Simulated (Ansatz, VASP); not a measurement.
**GaSb in two plane-wave programs**

Aim: how closely do two programs agree when they are given the same cell, functional and k mesh? The cell is taken from a series of runs on this material, whose earlier steps may have relaxed, scaled, displaced or heated it; both programs get it as it stands.

Method: plane waves, with VASP 6.6.1 beside it; zone-centre phonons at PBEsol, in Ansatz 0.2.0.

### 1. The starting structure

It takes space group I-4m2 (No. 119, tetragonal). The conventional cell has a = 4.149 Å, b = 4.149 Å, c = 6.330 Å, α = 90.00°, β = 90.00°, γ = 90.00°. Nearest to Ga lie 4 Sb at 2.61 Å. Nearest to Sb lie 4 Ga at 2.61 Å. Farther neighbours are not listed.

Coordinates:

```cif
data_structure
_symmetry_space_group_name_H-M 'I-4m2'
_symmetry_Int_Tables_number 119
_cell_length_a 4.1486
_cell_length_b 4.1486
_cell_length_c 6.3296
_cell_angle_alpha 90.000
_cell_angle_beta 90.000
_cell_angle_gamma 90.000
_cell_volume 108.94
loop_
_atom_site_label
_atom_site_type_symbol
_atom_site_symmetry_multiplicity
_atom_site_Wyckoff_symbol
_atom_site_fract_x
_atom_site_fract_y
_atom_site_fract_z
_atom_site_occupancy
Ga1 Ga 2 a 0.00000 0.00000 0.00000 1
Sb1 Sb 2 c 0.00000 0.50000 0.25000 1
```

### 2. VASP: zone-centre phonons, PBEsol, pair 1

Second derivatives magnify differences that forces hide, and they need a tight electronic threshold.

Lines of VASP's logs that name or quote its potential files are left out, and so is its time.

INCAR reads:

```
SYSTEM = GaSb
PREC = Accurate
ENCUT = 500
EDIFF = 1E-08
NELM = 120
ISMEAR = 1
SIGMA = 0.2
LREAL = .FALSE.
ALGO = Normal
GGA = PS
NBANDS = 15
LORBIT = 11
LWAVE = .FALSE.
LCHARG = .FALSE.
ISIF = 2
IBRION = 8
LASPH = .TRUE.
GGA_COMPAT = .FALSE.
EFERMI = MIDGAP
KPAR = 2
```

POSCAR reads:

```
GaSb
1.0
    0.0000000000      2.9335375813      3.1648228061
    2.9335375813      0.0000000000      3.1648228061
    2.9335375813      2.9335375813      0.0000000000
Ga Sb
1 1
Direct
    0.0000000000      0.0000000000      0.0000000000
    0.7500000000      0.7500000000      0.7500000000
```

KPOINTS reads:

```
Automatic mesh
0
Gamma
12 12 12
0 0 0
```

PAW data sets: Ga_d and Sb (PBE family, release 64).

Command:

```
$ mpirun -np 2 vasp_std
```

Numbers of over 12 decimals in the logs are rounded to 6 here.

The log of the run:

```text
[banner, memory and clock lines left out]
running    2 mpi-ranks, on    1 nodes
 distrk:  each k-point on    1 cores,    2 groups
 distr:  one band on    1 cores,    1 groups

 POSCAR found type information on POSCAR GaSb
 POSCAR found :  2 types and       2 ions
|                                                                             |
|               ----> ADVICE to this user running VASP <----                  |
|                                                                             |
|     You enforced a specific xc type in the INCAR file but a different       |
|     [... a line on the potential file left out ...]
|     I HOPE YOU KNOW WHAT YOU ARE DOING!                                     |
|                                                                             |

 LDA part: xc-table for (Slater+PW92), standard interpolation
 POSCAR, INCAR and KPOINTS ok, starting setup
 FFT: planning ... GRIDC
 FFT: planning ... GRID_SOFT
 FFT: planning ... GRID
 WAVECAR not read
 entering main loop
       N       E                     dE             d eps       ncg     rms          rms(c)
DAV:   1     0.808173974813E+02    0.80817E+02   -0.85489E+03  4938   0.148E+03
DAV:   2    -0.211650966249E+01   -0.82934E+02   -0.79975E+02  5667   0.304E+02
DAV:   3    -0.810492144413E+01   -0.59884E+01   -0.59696E+01  5849   0.668E+01
DAV:   4    -0.820874109059E+01   -0.10382E+00   -0.10380E+00  6106   0.100E+01
DAV:   5    -0.821120907937E+01   -0.24680E-02   -0.24679E-02  6177   0.134E+00    0.332E+00
DAV:   6    -0.812915654460E+01    0.82053E-01   -0.90710E-02  6522   0.547E+00    0.195E+00
DAV:   7    -0.809980253441E+01    0.29354E-01   -0.50610E-02  6095   0.212E+00    0.380E-01
DAV:   8    -0.809985372519E+01   -0.51191E-04   -0.51740E-03  6426   0.920E-01    0.118E-01
DAV:   9    -0.810010678239E+01   -0.25306E-03   -0.45898E-04  5639   0.175E-01    0.415E-02
DAV:  10    -0.810009610083E+01    0.10682E-04   -0.20705E-05  6329   0.408E-02    0.112E-02
DAV:  11    -0.810010483782E+01   -0.87370E-05   -0.11537E-05  5660   0.244E-02    0.479E-03
DAV:  12    -0.810010486546E+01   -0.27636E-07   -0.37722E-07  6403   0.589E-03    0.112E-03
DAV:  13    -0.810010482245E+01    0.43010E-07   -0.45345E-08  5775   0.144E-03    0.551E-04
DAV:  14    -0.810010485735E+01   -0.34905E-07   -0.29828E-09  4832   0.748E-04    0.125E-04
DAV:  15    -0.810010486953E+01   -0.12177E-07   -0.71437E-10  3327   0.313E-04    0.605E-05
DAV:  16    -0.810010486703E+01    0.24966E-08   -0.13345E-10  2942   0.137E-04
   1 F= -.81001049E+01 E0= -.81002228E+01  d E =0.353945E-03
 Linear response reoptimize wavefunctions to high precision
DAV:   1    -0.810010486605E+01    0.98225E-09   -0.54837E-11  3362   0.106E-04
DAV:   2    -0.810010486606E+01   -0.45475E-11   -0.16909E-11  2823   0.414E-05
 Linear response DOF=           4
 Linear response progress:
  Degree of freedom:   1/  4
       N       E                     dE             d eps       ncg     rms          rms(c)
RMM:   1    -0.165795950731E+00   -0.16580E+00    0.91444E-02 17817   0.828E+00
RMM:   2    -0.164685438269E+00    0.11105E-02   -0.28223E-02 26981   0.138E+00    0.400E-02
RMM:   3    -0.164730551425E+00   -0.45113E-04   -0.35261E-03 28011   0.444E-01    0.272E-02
RMM:   4    -0.164653398431E+00    0.77153E-04   -0.17532E-03 30495   0.210E-01    0.133E-02
RMM:   5    -0.164657964147E+00   -0.45657E-05   -0.74023E-05 29800   0.540E-02    0.498E-03
RMM:   6    -0.164668474882E+00   -0.10511E-04   -0.12510E-05 29930   0.221E-02    0.509E-04
RMM:   7    -0.164660883158E+00    0.75917E-05   -0.29346E-06 29289   0.955E-03    0.616E-04
RMM:   8    -0.164663681130E+00   -0.27980E-05   -0.61188E-07 29524   0.431E-03    0.196E-04
RMM:   9    -0.164665142584E+00   -0.14615E-05   -0.14390E-07 29415   0.196E-03    0.109E-04
RMM:  10    -0.164666364583E+00   -0.12220E-05   -0.19953E-08 30008   0.988E-04    0.265E-05
RMM:  11    -0.164666432326E+00   -0.67743E-07   -0.15783E-08 29765   0.470E-04    0.833E-06
RMM:  12    -0.164666380577E+00    0.51749E-07   -0.62533E-09 29932   0.236E-04    0.122E-05
RMM:  13    -0.164666510109E+00   -0.12953E-06   -0.22375E-09 29323   0.126E-04    0.574E-07
RMM:  14    -0.164666492377E+00    0.17732E-07   -0.14060E-09 29927   0.698E-05    0.345E-06
RMM:  15    -0.164666526623E+00   -0.34245E-07    0.24802E-09 29043   0.421E-05    0.737E-07
RMM:  16    -0.164666520168E+00    0.64549E-08    0.25551E-09 26537   0.275E-05    0.610E-07
 first order change of Fermi-energy   0.25778E-04
 force on displaced ion       1 direction 1 :  -8.664   0.000   0.000
 Linear response progress:
  Degree of freedom:   2/  4
       N       E                     dE             d eps       ncg     rms          rms(c)
RMM:   1    -0.166655798584E+00   -0.16666E+00    0.49174E-02 10471   0.795E+00
RMM:   2    -0.165285030342E+00    0.13708E-02   -0.28541E-02 15846   0.132E+00    0.403E-02
RMM:   3    -0.165232414472E+00    0.52616E-04   -0.30279E-03 16738   0.388E-01    0.292E-02
RMM:   4    -0.165118076133E+00    0.11434E-03   -0.11474E-03 17663   0.171E-01    0.112E-02
RMM:   5    -0.165110457782E+00    0.76184E-05   -0.59072E-05 17201   0.481E-02    0.430E-03
RMM:   6    -0.165121767385E+00   -0.11310E-04   -0.85492E-06 17271   0.196E-02    0.582E-04
RMM:   7    -0.165120914409E+00    0.85298E-06   -0.19115E-06 17031   0.842E-03    0.495E-04
RMM:   8    -0.165122077384E+00   -0.11630E-05   -0.43568E-07 17089   0.389E-03    0.353E-05
RMM:   9    -0.165122244996E+00   -0.16761E-06   -0.13913E-07 17348   0.180E-03    0.415E-05
RMM:  10    -0.165122492853E+00   -0.24786E-06   -0.43029E-08 17312   0.861E-04    0.155E-05
RMM:  11    -0.165122501499E+00   -0.86459E-08   -0.17756E-08 17423   0.416E-04    0.642E-06
 first order change of Fermi-energy   0.75235E-04
 force on displaced ion       1 direction 3 :   0.000   0.000  -8.941
 Linear response progress:
  Degree of freedom:   3/  4
       N       E                     dE             d eps       ncg     rms          rms(c)
RMM:   1    -0.281931875519E-01   -0.28193E-01    0.33248E-03 29425   0.140E+00
RMM:   2    -0.255490593828E-01    0.26441E-02   -0.36976E-03 25844   0.403E-01    0.667E-02
RMM:   3    -0.254893476545E-01    0.59712E-04   -0.21751E-04 28769   0.109E-01    0.360E-02
RMM:   4    -0.255376153039E-01   -0.48268E-04   -0.42660E-05 28815   0.460E-02    0.460E-03
RMM:   5    -0.255487150692E-01   -0.11100E-04   -0.60992E-06 30104   0.163E-02    0.281E-03
RMM:   6    -0.255427149730E-01    0.60001E-05   -0.11391E-06 28884   0.569E-03    0.974E-04
RMM:   7    -0.255414167476E-01    0.12982E-05   -0.10944E-07 29771   0.173E-03    0.277E-04
RMM:   8    -0.255405895965E-01    0.82715E-06   -0.14267E-08 28981   0.572E-04    0.717E-05
RMM:   9    -0.255404537788E-01    0.13582E-06   -0.49485E-10 29200   0.205E-04    0.135E-05
RMM:  10    -0.255404659052E-01   -0.12126E-07   -0.18714E-09 28467   0.805E-05    0.558E-06
RMM:  11    -0.255404682409E-01   -0.23358E-08   -0.23372E-10 29025   0.297E-05    0.278E-06
 first order change of Fermi-energy   0.35897E-04
 force on displaced ion       2 direction 1 :  -8.699   0.000   0.000
 Linear response progress:
  Degree of freedom:   4/  4
       N       E                     dE             d eps       ncg     rms          rms(c)
RMM:   1    -0.290216026844E-01   -0.29022E-01    0.60607E-04 16344   0.145E+00
RMM:   2    -0.256443936425E-01    0.33772E-02   -0.39703E-03 15501   0.414E-01    0.708E-02
RMM:   3    -0.256323186343E-01    0.12075E-04   -0.21009E-04 16780   0.106E-01    0.382E-02
RMM:   4    -0.257214112264E-01   -0.89093E-04   -0.42300E-05 16891   0.470E-02    0.446E-03
RMM:   5    -0.257324449997E-01   -0.11034E-04   -0.60640E-06 17684   0.158E-02    0.291E-03
RMM:   6    -0.257228004189E-01    0.96446E-05   -0.91808E-07 16999   0.533E-03    0.734E-04
RMM:   7    -0.257220664863E-01    0.73393E-06   -0.80927E-08 17368   0.160E-03    0.270E-04
RMM:   8    -0.257218799635E-01    0.18652E-06   -0.18170E-08 16929   0.554E-04    0.794E-05
RMM:   9    -0.257218292033E-01    0.50760E-07   -0.17176E-09 17098   0.212E-04    0.110E-05
RMM:  10    -0.257218012966E-01    0.27907E-07   -0.10933E-09 17144   0.764E-05    0.820E-06
RMM:  11    -0.257217886210E-01    0.12676E-07   -0.26170E-10 17155   0.268E-05    0.460E-06
RMM:  12    -0.257217815094E-01    0.71116E-08   -0.43657E-10 15562   0.131E-05    0.325E-07
 first order change of Fermi-energy   0.48233E-03
 force on displaced ion       2 direction 3 :   0.000   0.000  -8.971
 Linear response finished
```

From OUTCAR (step 2):

```text
ion  position               nearest neighbor table
   1  0.000  0.000  0.000-   2 2.61   2 2.61   2 2.61   2 2.61
   2  0.750  0.750  0.750-   1 2.61   1 2.61   1 2.61   1 2.61

  LATTYP: Found a body centered tetragonal cell.
 ALAT       =     4.1486486332
 C/A-ratio  =     1.5257126288

 Subroutine GETGRP returns: Found  8 space group operations
 (whereof  8 operations were pure point group operations)

The static configuration has the point symmetry D_2d.

 Found    163 irreducible k-points:

   k-points           NKPTS =    163   k-points in BZ     NKDIM =    163   number of bands    NBANDS=     15

   dimension x,y,z NGX =    32 NGY =   32 NGZ =   30
   dimension x,y,z NGXF=    64 NGYF=   64 NGZF=   60

   ENCUT  =  500.0 eV  36.75 Ry    6.06 a.u.   7.87  7.87  7.56*2*pi/ulx,y,z

   NELECT =      18.0000    total number of electrons

 k-points in reciprocal lattice and weights: Automatic mesh
   0.00000000  0.00000000  0.00000000       0.001
   0.08333333  0.00000000  0.00000000       0.005
   0.16666667 -0.00000000  0.00000000       0.005
   0.25000000  0.00000000  0.00000000       0.005
   0.33333333 -0.00000000  0.00000000       0.005
   0.41666667 -0.00000000  0.00000000       0.005
   0.50000000  0.00000000  0.00000000       0.002
   0.08333333  0.08333333  0.00000000       0.001
   0.16666667  0.08333333  0.00000000       0.005
[...]
-0.33333333  0.16666667  0.50000000       0.002
  -0.25000000  0.25000000  0.50000000       0.001

 average (electrostatic) potential at core
       1 -65.1149       2 -87.0192

  Total        1.3733703      1.3733703      0.0338505      0.0000000      0.0000000      0.0000000
  in kB       40.3957361     40.3957361      0.9956648      0.0000000      0.0000000      0.0000000
  external PRESSURE =      27.2623790 kB  Pullay stress =       0.0000000 kB

  energy-cutoff  :      500.00
  volume of cell :       54.47
      direct lattice vectors                 reciprocal lattice vectors
     0.000000000  2.933537581  3.164822806    -0.170442678  0.170442678  0.157986728
     2.933537581  0.000000000  3.164822806     0.170442678 -0.170442678  0.157986728
     2.933537581  2.933537581  0.000000000     0.170442678  0.170442678 -0.157986728

 POSITION                                       TOTAL-FORCE (eV/Angst)
 -----------------------------------------------------------------------------------
      0.00000      0.00000      0.00000        -0.000000     -0.000000      0.000000
      4.40031      4.40031      4.74723         0.000000      0.000000     -0.000000
 -----------------------------------------------------------------------------------
    total drift:                                0.000001      0.000001     -0.000003

 Eigenvectors and eigenvalues of the dynamical matrix
 ----------------------------------------------------

   1 f  =    7.024854 THz    44.138459 2PiTHz  234.323902 cm-1    29.052448 meV
             X         Y         Z           dx          dy          dz
      0.000000  0.000000  0.000000     0.000000   -0.000000    0.796906
      4.400306  4.400306  4.747234     0.000000    0.000000   -0.604103

   2 f  =    6.916235 THz    43.455985 2PiTHz  230.700762 cm-1    28.603236 meV
             X         Y         Z           dx          dy          dz
      0.000000  0.000000  0.000000     0.596290    0.528550    0.000000
      4.400306  4.400306  4.747234    -0.452154   -0.400788   -0.000000

   3 f  =    6.916235 THz    43.455985 2PiTHz  230.700762 cm-1    28.603236 meV
             X         Y         Z           dx          dy          dz
      0.000000  0.000000  0.000000     0.528550   -0.596290   -0.000000
      4.400306  4.400306  4.747234    -0.400788    0.452154    0.000000

   4 f/i=    0.005838 THz     0.036683 2PiTHz    0.194744 cm-1     0.024145 meV
             X         Y         Z           dx          dy          dz
      0.000000  0.000000  0.000000     0.000000   -0.000000   -0.604103
      4.400306  4.400306  4.747234     0.000000   -0.000000   -0.796906

   5 f/i=    0.006709 THz     0.042157 2PiTHz    0.223805 cm-1     0.027748 meV
             X         Y         Z           dx          dy          dz
      0.000000  0.000000  0.000000     0.011216   -0.604109    0.000000
      4.400306  4.400306  4.747234     0.014792   -0.796685    0.000000

   6 f/i=    0.006709 THz     0.042157 2PiTHz    0.223805 cm-1     0.027748 meV
             X         Y         Z           dx          dy          dz
      0.000000  0.000000  0.000000    -0.604109   -0.011216    0.000000
      4.400306  4.400306  4.747234    -0.796685   -0.014792    0.000000

 ELASTIC MODULI CONTR FROM IONIC RELAXATION (kBar)
 Direction    XX          YY          ZZ          XY          YZ          ZX
 --------------------------------------------------------------------------------
 XX           0.0000      0.0000      0.0000      0.0000      0.0000      0.0000
 YY           0.0000      0.0000      0.0000      0.0000      0.0000      0.0000
 ZZ           0.0000      0.0000      0.0000      0.0000      0.0000      0.0000
 XY           0.0000      0.0000      0.0000   -231.4258      0.0000      0.0000
 YZ           0.0000      0.0000      0.0000      0.0000   -249.2270      0.0000
 ZX           0.0000      0.0000      0.0000      0.0000      0.0000   -225.0504
 --------------------------------------------------------------------------------
```

Methfessel-Paxton smearing is not meant for a cell with a gap.

(Part 1 of 2 ends here.)

[Lines on the potential files, build, host, timing and source positions are cut from VASP's logs without a mark.]

[Logs are printed without paths, hosts, clocks, repeated set-up lines and the standing remarks that a program may print on its own settings, such as how far it seeks lower states.]

[Hosts, paths, dates, database ids (printed as entryN), source tags and the programs' standing remarks are cut or masked in the printed files.]
